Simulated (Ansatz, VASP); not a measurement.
Pt: VASP beside Ansatz

```
Pt
1.0
     2.90340    0.00000    0.00000
    -1.45170    2.51442    0.00000
     0.00000    0.00000    4.78138
Pt
2
Direct
  0.66667 0.33333 0.75000
  0.33333 0.66667 0.25000
```

Alike in both runs: task single point; functional PBE; k mesh 18 × 18 × 10; occupations gaussian, width 0.15 eV; no spin polarisation.

|  | VASP | Ansatz |
| --- | --- | --- |
| version | VASP 6.6.1 | Ansatz 0.2.0 |
| potentials or method | VASP PAW PBE potentials, release 64 (Pt) | scalar-relativistic, plane waves, PAW |
| plane-wave cutoff (eV) | 520 | 420 |
| valence electrons in the cell | 20 | 36 |

```csv
,VASP,Ansatz,Ansatz less VASP
gap on the k mesh at the Fermi level (eV),none,none,-
pressure (GPa),-19.1,-18.8,+0.29
largest component of the traceless stress (GPa),3.53,3.61,+0.077
```

A gap of «none» marks a metal or a gap that the smearing closes. The two sets of potentials don't hold the same shells in valence.

Caveats: so large a pressure means that the cell lies far from this level's equilibrium, or that cutoff or potentials fall short (VASP). Spin-orbit coupling is left out, which matters for the levels of Pt.
